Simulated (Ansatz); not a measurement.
A run of Ansatz 0.2.0:

Contents of input.yaml:

```yaml
crystal:
  lattice:
    - [3.9883, 0.0, 0.0]
    - [0.0, 3.9883, 0.0]
    - [0.0, 0.0, 3.9883]
  atoms:
    - { symbol: Ta, position: [0.0, 0.0, 0.0] }
    - { symbol: K, position: [0.5, 0.5, 0.5] }
    - { symbol: O, position: [0.0, 0.0, 0.5] }
    - { symbol: O, position: [0.0, 0.5, 0.0] }
    - { symbol: O, position: [0.5, 0.0, 0.0] }
hamiltonian:
  xc: r2scan
  pseudopotentials: { kind: paw }
kpoints:
  mp_grid: { grid: [7, 7, 7] }
  band_path:
    path:
      - [[0.0, 0.0, 0.0], [0.0, 0.5, 0.0], [0.5, 0.5, 0.0], [0.0, 0.0, 0.0], [0.5, 0.5, 0.5], [0.0, 0.5, 0.0]]
      - [[0.5, 0.5, 0.0], [0.5, 0.5, 0.5]]
    npoints: 14
scf:
  occupations: { method: fermi_dirac, width: 0.05 }
  n_extra_bands: 12
output:
  forces: true
  stress: true
  eigenvalues: true
  fatbands: true
```

Potentials or basis: Ansatz PAW.

Command:

```bash
$ ansatz run input.yaml --threads 2 --pin off --max-ram 5632MiB --backend cpu --events-out ev --progress --plain --runs-dir out
```

Hardware: 2 threads of Arm Neoverse V1, on a shared host.

**Question.** Estimate the wall time of this run.

**Answer.** Run time: 8.6 s on 2 threads of Arm Neoverse V1 (shared host), peak memory 0.46 GiB. Counts: scf iterations 6, plane waves 1575, k points 20, bands 32.
